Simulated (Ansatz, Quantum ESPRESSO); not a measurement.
# Electron and hole masses of gallium arsenide against the direct gap at Gamma: LDA, PBEsol and PBE, with and without spin-orbit coupling

Before band masses from an inexpensive functional are put into a model of a transistor channel or a quantum well, it must be decided whether they can be used as they stand or whether the gap has to be corrected first. The electron mass enters both the mobility and the confinement energy, so an error in it passes directly into the design. The problem is to find how the masses of gallium arsenide follow the direct Kohn-Sham gap at Gamma when functional, pseudopotentials, spin-orbit coupling and cell volume are changed. The masses are inverse band curvatures at Gamma, in units of the free-electron mass m0, with the hole masses taken along [100]. From the rows shown, the electron mass is then to be estimated for PBE with spin-orbit coupling in the tabulated cell.

## Systems and settings

Gallium arsenide: space group 216, 2 atoms, cell lengths 3.997, 3.997, 3.997 angstrom (tabulated); this cell is used unless the row names a relaxed cell or a changed volume. Quantum ESPRESSO 7.5; PseudoDojo norm-conserving pseudopotentials unless the row names another set. Levels are solved on short lines through each extremum and fitted by a polynomial; the mass is the inverse curvature at the extremum. The same in all rows: self-consistent k mesh: 10x10x10.

Notes on method and selection:

- Masses are band curvatures at the extremum, without polaron or other many-body corrections; measured masses in polar crystals include them.
- In a two-band k.p picture 1/m - 1 goes as E_P / E_gap for bands that couple across the gap, with E_P changing little between functionals.
- Levels with a gap under 0.04 eV at Gamma are left out; measured heavy- and light-hole masses are left out, since they are orbit averages.
- Runs that did not converge, have known faults or may not be shown are not listed, and runs on Ansatz's PAW sets soft_1 and soft_2 are kept to separate tables.

Columns:

- gap at Gamma (eV): direct Kohn-Sham gap at Gamma.
- cutoff (Ry): wave cutoff.
- electron mass (m0): electron mass at Gamma.
- heavy-hole mass (m0): heavy-hole mass at Gamma along [100].
- light-hole mass (m0): light-hole mass at Gamma along [100].

Input lines of one member:

```
calculation = 'scf'
nat = 2
ntyp = 2
ecutwfc = 76
ecutrho = 304
occupations = 'fixed'
conv_thr = 1e-10
mixing_beta = 0.6
```

Command (options for logging and memory left out): `pw.x -in pw.in`

## Table of results

| member | gap at Gamma (eV) | cutoff (Ry) | electron mass (m0) | heavy-hole mass (m0) | light-hole mass (m0) |
| --- | --- | --- | --- | --- | --- |
| PBE, fully relativistic norm-conserving , spin-orbit coupling, cell and positions relaxed first by PBE without it | 0.046 | 76 | 0.0076 | 0.349 | 0.0085 |
| PBE, fully relativistic norm-conserving , spin-orbit coupling, cell volume changed by +3 %, fractional positions kept | 0.193 | 76 | 0.0154 | 0.340 | 0.0180 |
| LDA, norm-conserving | 0.283 | 76 | 0.0171 | 0.342 | 0.0171 |
| PBE, fully relativistic norm-conserving , spin-orbit coupling | 0.412 | 76 | ? | ? | ? |
| PBEsol, norm-conserving | 0.445 | 76 | 0.0260 | 0.341 | 0.0259 |
| PBE, norm-conserving | 0.519 | 76 | 0.0301 | 0.345 | 0.0300 |
| PBE, GBRV ultrasoft | 0.526 | 40 | 0.0305 | 0.344 | 0.0304 |
| PBE, fully relativistic norm-conserving , spin-orbit coupling, cell volume changed by −3 %, fractional positions kept | 0.642 | 76 | 0.0405 | 0.312 | 0.0503 |

Cells marked ? are withheld until the estimate has been made.

Least-squares fits to the members shown, with x = gap at Gamma (eV); R² and errors in the fitted variable (y, or ln y where the fit is in ln y):

| y | members | fit | R² | rms residual | leave-one-out rms | the same for the mean of the others |
| --- | --- | --- | --- | --- | --- | --- |
| electron mass (m0) | 7 | y = 0.004179 + 0.05198 x | 0.98 | 0.0016 | 0.0025 | 0.012 |
| heavy-hole mass (m0) | 7 | y = 0.3519 − 0.03414 x | 0.35 | 0.0092 | 0.014 | 0.013 (fit no better) |

## What drives the series

The electron mass rises with the gap through all seven rows that show it, from 0.0076 to 0.0405 m0. Without spin-orbit coupling, at one fixed cell, the slope from LDA to PBE is (0.0301 − 0.0171) / (0.519 − 0.283) = 0.055 m0 per eV. With spin-orbit coupling, between the two changed volumes, it is (0.0405 − 0.0154) / (0.642 − 0.193) = 0.056 m0 per eV.

The cause is the coupling between the s-like conduction band and the p-like valence bands. The closer they lie, the more strongly they repel each other away from Gamma, and the sharper both bands curve. In the two-band picture 1/m − 1 = E_P / E_gap, so E_gap × (1/m − 1) should stay constant. It is 0.283 × (1/0.0171 − 1) = 16.3 eV for LDA, 0.445 × (1/0.0260 − 1) = 16.7 eV for PBEsol and 0.519 × (1/0.0301 − 1) = 16.7 eV for PBE: the functional acts on the mass almost entirely through the gap. Exchanging the PseudoDojo set for GBRV moves the PBE mass by only 0.0004 m0.

At the smallest gap, 0.046 eV, the same product is only 6.0 eV. Spin-orbit coupling accounts for part of that fall. The rest is probably numerical, since the band is parabolic over a very short stretch there and a polynomial fitted over a longer one gives too heavy a mass.

The light hole shares this coupling, and without spin-orbit coupling its mass equals the electron mass to within 0.0001 m0. With it, the light hole is the heavier of the two, 0.0503 against 0.0405 m0 in the compressed cell, because it keeps only part of the coupling to the conduction band.

The heavy hole does not couple to the lowest conduction band along [100], and its mass stays between 0.312 and 0.349 m0. A straight line in the gap describes it no better than the mean does.

## Prediction

Plain estimates from the members shown:

- PBE, fully relativistic norm-conserving , spin-orbit coupling, fit at x = 0.412: 0.0256 m0
- PBE, fully relativistic norm-conserving , spin-orbit coupling, straight-line interpolation between LDA, norm-conserving and PBEsol, norm-conserving: w = (0.412 − 0.283) / (0.445 − 0.283) = 0.796, so 0.0171 + 0.796 × (0.0260 − 0.0171) = 0.0242 m0

Both plain estimates, 0.0256 and 0.0242 m0, lean on rows without spin-orbit coupling and should be too low. The coupling pushes the split-off band down by Δ, so a third of the interaction acts across a wider gap and the electron is heavier at a given E_gap:

1/m = 1 + (E_P / 3) × [2 / E_gap + 1 / (E_gap + Δ)]

Both constants follow from the table. Spin-orbit coupling raises the valence top by Δ/3, and at the same cell the PBE gap falls by 0.519 − 0.412 = 0.107 eV, so Δ = 3 × 0.107 = 0.321 eV. PBE without the coupling gives E_P = 0.519 × (1/0.0301 − 1) = 16.7 eV.

For the withheld member, E_gap + Δ = 0.412 + 0.321 = 0.733 eV and 1/m = 1 + (16.7 / 3) × (2 / 0.412 + 1 / 0.733) = 35.6, hence m = 0.0281 m0.

Tried on the two changed volumes, the formula gives 1 / (1 + (16.7 / 3) × (2 / 0.642 + 1 / (0.642 + 0.321))) = 0.0415 m0 against 0.0405 in the compressed cell, and 1 / (1 + (16.7 / 3) × (2 / 0.193 + 1 / (0.193 + 0.321))) = 0.0144 m0 against 0.0154 in the expanded one. It fails at the 0.046 eV gap, where it gives about half the tabulated mass, but the withheld gap lies well away from that region.

The two misses, +0.0010 and −0.0010 m0, have opposite signs on either side of the wanted volume. Their mean is zero, so no shift is applied, and the uncertainty of that mean, 0.0010 / √2 = 0.0007 m0, is taken as the error.

**Committed estimate, PBE, fully relativistic norm-conserving , spin-orbit coupling: electron mass = 0.0281 ± 0.0007 m0.**

## The answer

| member | gap at Gamma (eV) | cutoff (Ry) | electron mass (m0) | heavy-hole mass (m0) | light-hole mass (m0) |
| --- | --- | --- | --- | --- | --- |
| PBE, fully relativistic norm-conserving , spin-orbit coupling | 0.412 | 76 | 0.0280 | 0.324 | 0.0342 |

| member | estimate | electron mass (m0) | computed | estimate − computed | miss in error bars |
| --- | --- | --- | --- | --- | --- |
| PBE, fully relativistic norm-conserving , spin-orbit coupling | committed | 0.0281 | 0.0280 | +0.0001 | 0.1 |
| PBE, fully relativistic norm-conserving , spin-orbit coupling | fit | 0.0256 | 0.0280 | −0.0024 |  |
| PBE, fully relativistic norm-conserving , spin-orbit coupling | interpolation | 0.0242 | 0.0280 | −0.0038 |  |

The estimate of 0.0281 m0 lies 0.0001 m0 above the computed 0.0280, well inside its error bar. The fit is low by 0.0024 m0 and the interpolation by 0.0038.

The argument that held is the one on spin-orbit coupling. Pushing the split-off band away weakens its share of the repulsion, so the electron is heavier at a given gap. The product E_gap × (1/m − 1) shows this directly: 0.412 × (1/0.0280 − 1) = 14.3 eV, against 16.7 eV for PBE without the coupling. The light hole, at 0.0342 m0, is again heavier than the electron.

The reasoning behind the error bar was weaker. The misses of +0.0010 and −0.0010 m0 at the two changed volumes were treated as independent scatter, but they probably contain a systematic drift: E_P should grow as the cell shrinks, and the polynomial fit makes the mass somewhat too heavy where the gap is small. Moreover, the uncertainty of a mean is smaller than the error to be expected for a single row. The formula is therefore better trusted to about 0.001 m0 than to the 0.0001 found here.

## Members off the line

Least-squares fits to the whole series, with x = gap at Gamma (eV); R² and errors in the fitted variable (y, or ln y where the fit is in ln y):

| y | members | fit | R² | rms residual | leave-one-out rms | the same for the mean of the others |
| --- | --- | --- | --- | --- | --- | --- |
| electron mass (m0) | 8 | y = 0.004382 + 0.05223 x | 0.97 | 0.0017 | 0.0023 | 0.011 |
| heavy-hole mass (m0) | 8 | y = 0.3508 − 0.03561 x | 0.31 | 0.0097 | 0.013 | 0.013 (fit hardly better) |

Largest departures from the fit to the whole series:

| member | electron mass (m0) | fit | computed − fit | in rms residuals |
| --- | --- | --- | --- | --- |
| PBE, fully relativistic norm-conserving , spin-orbit coupling, cell volume changed by −3 %, fractional positions kept | 0.0405 | 0.0379 | +0.0026 | 1.5 |
| PBE, fully relativistic norm-conserving , spin-orbit coupling | 0.0280 | 0.0259 | +0.0021 | 1.2 |
| LDA, norm-conserving | 0.0171 | 0.0192 | −0.0021 | 1.2 |
| PBEsol, norm-conserving | 0.0260 | 0.0276 | −0.0016 | 1.0 |

No row departs from the common line by more than 1.5 rms residuals, but the signs form a pattern. All four rows with spin-orbit coupling lie above the line and all four without it lie below. The line runs between two families, and the compressed cell (+0.0026 m0) and LDA (−0.0021 m0) are simply far out on either side.

The row that is odd on physical grounds is the relaxed cell with its gap of 0.046 eV, although it lies close to the line. The formula with spin-orbit coupling gives 1/m = 1 + (16.7 / 3) × (2 / 0.046 + 1 / (0.046 + 0.321)) = 258, or 0.0039 m0, about half the tabulated 0.0076.

In terms of the product E_gap × (1/m − 1), spin-orbit coupling lowers it from 16.7 eV to 0.046 × (258 − 1) = 11.8 eV, nearly half of the fall to 6.0 eV. The likeliest cause of the rest is the polynomial fit over a band that is no longer parabolic.

## Checking against experiment

| member | quantity | measured | computed | computed − measured | conditions | source |
| --- | --- | --- | --- | --- | --- | --- |
| PBE, fully relativistic norm-conserving , spin-orbit coupling | electron mass (m0) | 0.066 | 0.0280 | −0.0380 (−57.6 %) | experimental value as tabulated in this paper from earlier work; cyclotron resonance, magneto-optics or photoemission, as compiled | [1] |

Sources:

[1] "Benchmarking exchange-correlation potentials with the mstar60 dataset: Importance of the nonlocal exchange potential for effective mass calculations in semiconductors" (2021, arXiv:2111.14772)

The one measured electron mass is 0.066 m0, and PBE with spin-orbit coupling gives 0.0280, which is 58 % lower. With a single measured value, the trend along the series is not tested against experiment.

The main cause is the gap. Semilocal functionals make it too small, and the bands then repel each other too strongly and curve too sharply. The real gap is roughly 1.5 eV, between three and four times the computed 0.412 eV, whereas the measured mass is only 0.066 / 0.0280 = 2.4 times the computed one. Scaling the mass in proportion to the gap would therefore overshoot.

A possible explanation is that a semilocal functional gives too weak a coupling between the s-like and p-like bands, so that the computed mass is too heavy for its gap. The polynomial fit is unlikely to matter much here: its error grows as the gap narrows, yet the product E_gap × (1/m − 1) is nearly the same for LDA as for PBE.

The measured mass also contains the polaron contribution, but in this weakly polar crystal that is only a percent or so. The source groups several experimental methods together and the temperature is not shown, which matters little beside a discrepancy of this size.

## Closing remarks

For gaps between about 0.2 and 0.65 eV, the electron mass follows the gap closely once rows with and without spin-orbit coupling are kept apart. The two-band formula with the split-off term then meets the three spin-orbit rows in that range to about 0.001 m0.

The cell matters as much as the functional. Between the compressed and the expanded cell the mass falls by (0.0405 − 0.0154) / 6 = 0.0042 m0 per percent of added volume, or 15 % of its value in the tabulated cell. A cell relaxed with PBE is therefore a bad starting point for this mass.

The heavy-hole mass varies little, and over all rows together the gap does not predict it usefully. Among the four rows with spin-orbit coupling, however, it falls steadily as the gap widens, from 0.349 to 0.312 m0.

For a device model, these electron masses should not be used as they stand, nor merely rescaled by the gap. The missing nonlocal exchange and correlation, which open the gap, are probably the largest omission, and the mass must more than double to reach the measured value.

[Logs are printed without paths, hosts, clocks, repeated set-up lines and the standing remarks that a program may print on its own settings, such as how far it seeks lower states.]
